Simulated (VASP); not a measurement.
# I (Im-3m) in VASP: a series of runs, part 2 of 2

VASP 6.6.1. Earlier steps stand in the parts before.

## Step 4: RPA correlation energy, PBE (volume scaled by 1.04)

File POSCAR:

```
I
1.0
   -2.1168703775      2.1168703775      2.1168703775
    2.1168703775     -2.1168703775      2.1168703775
    2.1168703775      2.1168703775     -2.1168703775
I
1
Direct
    0.0000000000      0.0000000000      0.0000000000
```

File INCAR.step1:

```
PREC = Accurate
ENCUT = 350
EDIFF = 1E-8
ISMEAR = 0
SIGMA = 0.05
LREAL = False
LASPH = True
NELM = 80
ALGO = Fast
LWAVE = True
LCHARG = False
GGA = PE
```

File INCAR.step2:

```
PREC = Accurate
ENCUT = 350
EDIFF = 1E-8
ISMEAR = 0
SIGMA = 0.05
LREAL = False
LASPH = True
NELM = 1
ALGO = EIGENVAL
LWAVE = False
LCHARG = False
GGA = PE
LHFCALC = True
AEXX = 1.0
ALDAC = 0.0
AGGAC = 0.0
ISTART = 1
PRECFOCK = Fast
```

File INCAR.step3:

```
PREC = Accurate
ENCUT = 350
EDIFF = 1E-8
ISMEAR = 0
SIGMA = 0.05
LREAL = False
LASPH = True
NELM = 1
ALGO = Exact
LWAVE = True
LCHARG = False
GGA = PE
NBANDS = 586
LOPTICS = True
ISTART = 1
```

File INCAR.step4:

```
PREC = Accurate
ENCUT = 350
EDIFF = 1E-8
ISMEAR = 0
SIGMA = 0.05
LREAL = False
LASPH = True
NELM = 80
ALGO = ACFDT
LWAVE = False
LCHARG = False
GGA = PE
NBANDS = 586
ENCUTGW = 200
NOMEGA = 8
ISTART = 1
PRECFOCK = Fast
```

File KPOINTS:

```
regular mesh
0
Gamma
  4 4 4
```

Potentials or basis: VASP PAW PBE potentials, release 64 (I_GW).

Command:

```console
$ cat potpaw_PBE.64/I_GW/POTCAR > POTCAR
$ cp INCAR.step1 INCAR
$ mpirun -np 1 vasp_std > vasp.out
$ cp INCAR.step2 INCAR
$ mpirun -np 1 vasp_std > vasp.out
$ cp INCAR.step3 INCAR
$ mpirun -np 1 vasp_std > vasp.out
$ cp INCAR.step4 INCAR
$ mpirun -np 1 vasp_std > vasp.out
```

OUTCAR:

```text
PREC = Accurate
   ENCUT = 350
   EDIFF = 1E-8
   ISMEAR = 0
   LREAL = False
   LASPH = True
   NELM = 80
   GGA = PE
   ENCUTGW = 200
   ISTART = 1
   PRECFOCK = Fast

 ion  position               nearest neighbor table
   1  0.000  0.000  0.000-

  LATTYP: Found a body centered cubic cell.
 ALAT       =     4.2337407550

  Lattice vectors:

 A1 = (  -2.1168703775,   2.1168703775,   2.1168703775)
 A2 = (   2.1168703775,  -2.1168703775,   2.1168703775)
 A3 = (   2.1168703775,   2.1168703775,  -2.1168703775)

Analysis of symmetry for initial positions (statically):
=====================================================================
 Subroutine PRICEL returns:
 Original cell was already a primitive cell.

 Routine SETGRP: Setting up the symmetry group for a
 body centered cubic supercell.

 Subroutine GETGRP returns: Found 48 space group operations
 (whereof 48 operations were pure point group operations)
 out of a pool of 48 trial point group operations.

The static configuration has the point symmetry O_h .

Analysis of symmetry for dynamics (positions and initial velocities):
=====================================================================
 Subroutine PRICEL returns:
 Original cell was already a primitive cell.

 Routine SETGRP: Setting up the symmetry group for a
 body centered cubic supercell.

 Subroutine GETGRP returns: Found 48 space group operations
 (whereof 48 operations were pure point group operations)
 out of a pool of 48 trial point group operations.

The dynamic configuration has the point symmetry O_h .

 Subroutine INISYM returns: Found 48 space group operations
 (whereof 48 operations are pure point group operations),
 and found     1 'primitive' translations

----------------------------------------------------------------------------------------

                                     Primitive cell

[... 56 lines left out ...]
   dimension x,y,z NGX =    24 NGY =   24 NGZ =   24
   dimension x,y,z NGXF=    48 NGYF=   48 NGZF=   48
   ions per type =               1
   NGX,Y,Z   is equivalent  to a cutoff of  10.88, 10.88, 10.88 a.u.
   NGXF,Y,Z  is equivalent  to a cutoff of  21.76, 21.76, 21.76 a.u.
 SYSTEM =  unknown system
   PREC   = accura    normal or accurate (medium, high low for compatibility)
   ISTART =      1    job   : 0-new  1-cont  2-samecut
   ICHARG =      0    charge: 1-file 2-atom 10-const
   ISPIN  =      1    spin polarized calculation?
   LNONCOLLINEAR =      F non collinear calculations
   LSORBIT =      F    spin-orbit coupling
   LASPH  =      T    aspherical Exc in radial PAW
   ENCUT  =  350.0 eV  25.72 Ry    5.07 a.u.   5.59  5.59  5.59*2*pi/ulx,y,z
   NELM   =     80;   NELMIN=  2; NELMDL=  0     # of ELM steps
   EDIFF  = 0.1E-07   stopping-criterion for ELM
   LREAL  =      F    real-space projection
   EDIFFG = 0.1E-06   stopping-criterion for IOM
   NSW    =      0    number of steps for IOM
   IBRION =     -1    ionic relax: 0-MD 1-quasi-New 2-CG
   NFREE  =      0    steps in history (QN), initial steepest desc. (CG)
   ISIF   =      0    stress and relaxation
   ISYM   =      3    0-nonsym 1-usesym 2-fastsym
   POTIM  = 0.5000    time-step for ionic-motion
   TEBEG  =    0.0;   TEEND  =   0.0 temperature during run
   PSTRESS=    0.0 pullay stress
   NELECT =       7.0000    total number of electrons
   NUPDOWN=      -1.0000    fix difference up-down
   EMIN   =  10.00;   EMAX   =-10.00  energy-range for DOS
   EFERMI =   0.00;   METHOD = LEGACY
   ISMEAR =     0;   SIGMA  =   0.05  broadening in eV -4-tet -1-fermi 0-gaus
   EFERMI_NEDOS =   21; number of points for ismear=-14 and -15
   IALGO  =     38    algorithm
   IMIX   =      4    mixing-type and parameters
     AMIX     =   0.40;   BMIX     =  1.00
     AMIX_MAG =   1.60;   BMIX_MAG =  1.00
  volume/ion in A,a.u.               =      37.94       256.06
  Fermi-wavevector in a.u.,A,eV,Ry     =   0.931951  1.761133 11.817114  0.868533
  Thomas-Fermi vector in A             =   2.058498
   LORBIT       =      0    0 simple, 1 ext, 2 COOP (PROOUT), +10 PAW based schemes
   GGA     = PE    functional components
   LHFCALC =     T    Hartree Fock is set to
   PRECFOCK=fast      Normal, Fast or Accurate (Low or Medium for compatibility)
   ENCUT4O =  -1.0   cutoff for four orbital integrals eV
   NKREDX  =     1    reduce k-point grid by
   NKREDY  =     1    reduce k-point grid by
   NKREDZ  =     1    reduce k-point grid by
   AEXX    =    1.0000 exact exchange contribution
   HFSCREEN=    0.0000 screening length (either q_TF or 0.3 A-1)
   HFSCREENC=   0.0000 screening length for correlation (either q_TF or 0.3 A-1)
   ENCUTFOCK=  -1.0 apply spherical cutoff to Coloumb kernel
   IVDW    =     0    specifies the selected vdW correction
   LEPSILON=     F    determine dielectric tensor
   LRPA    =     F    only Hartree local field effects (RPA)
   LRPAFORCE           =     F    calculate RPA forces
   ENCUTGW             = 200.0    cutoff for response function in eV
   ENCUTGWSOFT         = 160.0    soft cutoff for Coulomb kernel in GW response function in eV
   ENCUTLF             =  -1.0    cutoff for local field effects
   NELMGW              =     1    number of iterations in solving QP/BSE equation
   NELMHF              =     1    number of iterations in the inner HF iteration
   NKREDLFX            =     1    NKREDLFY  =   1   NKREDLFZ  =   1
 non-spin polarized calculation
 Gauss-broadening in eV      SIGMA  =   0.05
  energy-cutoff  :      350.00
  volume of cell :       37.94
 maximum number of plane-waves:       586
 NGX is ok and might be reduce to    24
  NGX = 14; NGY = 14; NGZ = 14
   NGX = 11   NGY = 11   NGZ = 11
 maximum number of plane-waves:       250

      cutoff energy     smooth cutoff   RPA   correlation   Hartree contr. to MP2
---------------------------------------------------------------------------------
            200.000           160.000      -10.3625333670      -20.2369737877
            190.476           152.381      -10.3099720566      -20.1810021202
            181.406           145.125      -10.2545085570      -20.1218845343
            172.768           138.214      -10.1970526003      -20.0605395852
            164.541           131.632      -10.1358341276      -19.9950212127
            156.705           125.364      -10.0719400469      -19.9264304477
            149.243           119.394      -10.0058084167      -19.8551073379
            142.136           113.709       -9.9349047622      -19.7782205942
  linear regression
  converged value                          -10.9957302184      -20.9165986241
```

OUTCAR.step1:

```text
PREC = Accurate
   ENCUT = 350
   EDIFF = 1E-8
   ISMEAR = 0
   LREAL = False
   LASPH = True
[... 279 lines left out ...]
 POSITION                                       TOTAL-FORCE (eV/Angst)
 -----------------------------------------------------------------------------------
      0.00000      0.00000      0.00000        -0.000000     -0.000000     -0.000000
 -----------------------------------------------------------------------------------
    total drift:                                0.000000     -0.000000     -0.000000

  FREE ENERGIE OF THE ION-ELECTRON SYSTEM (eV)
  ---------------------------------------------------
  free  energy   TOTEN  =        -1.1335114906 eV

  energy  without entropy=       -1.1229716934  energy(sigma->0) =       -1.12824159
```

It took 2.4 min on 1 thread of AMD EPYC 9R45 (Zen 5), shared host; peak memory 0.48 GiB.

Results:

| Item | Value |
| --- | --- |
| Band gap on the k mesh, mean-field level | none (metal or under the smearing width) |
| RPA correlation energy | -10.996 eV/atom |
| RPA total energy per cell | -13.426 eV |
| RPA correlation energy per cell | -10.996 eV |

Levels at points of the mesh, in eV from the Fermi level:
```tsv
k point	band 1	band 2	band 3	band 4	band 5	band 6	band 7
(0.00, 0.00, 0.00)	-13.08	0.70	0.70	0.70	6.60	9.89	9.89
(0.50, 0.00, 0.00)	-11.83	-4.06	-0.76	0.43	5.84	7.34	12.76
(0.50, 0.50, 0.50)	-11.03	-2.39	-2.39	-2.39	4.76	4.76	15.78
```

Caveat: the k mesh is coarse (spacing up to 0.52 Å⁻¹), so the values aren't converged; the ground state has no gap, which makes the many-body step unreliable; an odd number of electrons without spin polarisation forces a metal; a magnetic or distorted state may lie lower.

## Step 5: Density of states, BLYP+D4, spin-orbit coupling, no magnetisation (cell strained at random at fixed volume)

File run.py:

```python
from ase.calculators.vasp import Vasp
from ase.dft.dos import DOS
from ase.io import read

atoms = read('POSCAR')
calc = Vasp(
    directory='calc',
    xc='blyp',
    pp='PBE',
    setups='minimal',
    prec='Low',
    encut=500,
    ediff=1e-07,
    ismear=0,
    sigma=0.05,
    lreal=False,
    lasph=True,
    nelm=100,
    algo='Normal',
    isif=2,
    lwave=False,
    lcharg=False,
    lorbit=11,
    lsorbit=True,
    gga_compat=False,
    ivdw=13,
    vdw_s6=1.0,
    vdw_s8=2.34076671,
    vdw_a1=0.44488865,
    vdw_a2=4.0933009,
    isym=1,
    kpts=[7, 7, 7],
    gamma=True,
    nbands=18,
)
atoms.calc = calc

print('energy (eV):', atoms.get_potential_energy())
print('free energy (eV):', atoms.get_potential_energy(force_consistent=True))
print('forces (eV/A):')
print(atoms.get_forces())
print('stress (eV/A^3, Voigt):', atoms.get_stress())
print('Fermi level (eV):', calc.get_fermi_level())
dos = DOS(calc, width=0.1, window=(-10, 10), npts=201)
print('E - E_F (eV), DOS (1/eV)')
for e, g in zip(dos.get_energies(), dos.get_dos()):
    print(f'{e:8.3f} {g:10.4f}')
```

File POSCAR:

```
I
1.0
   -2.0798600000      2.0323240000      2.1061510000
    2.0318270000     -2.0763620000      2.1021550000
    2.1345830000      2.1310850000     -2.1501880000
I
1
Direct
    0.0000000000      0.0000000000      0.0000000000
```

Potentials or basis: VASP PAW PBE potentials, release 64 (I).

Command:

```console
$ python run.py
```

Run time: 52 s. Hardware: 1 thread of Intel Xeon 6975P-C (Granite Rapids), shared host; peak memory 0.23 GiB.

These settings aren't checked as converged (typed here: ISYM = 1; PREC = Low): the numbers below hold their error.

Results:

```
Free energy                                           : -1.6500 eV
Pressure                                              : 0.5 GPa
Valence electrons inside the program's atomic spheres : I 4.20
Dispersion energy per atom                            : -0.767 eV
```

Caveat: the PAW data sets were made with another functional, which shifts forces and pressure a little.
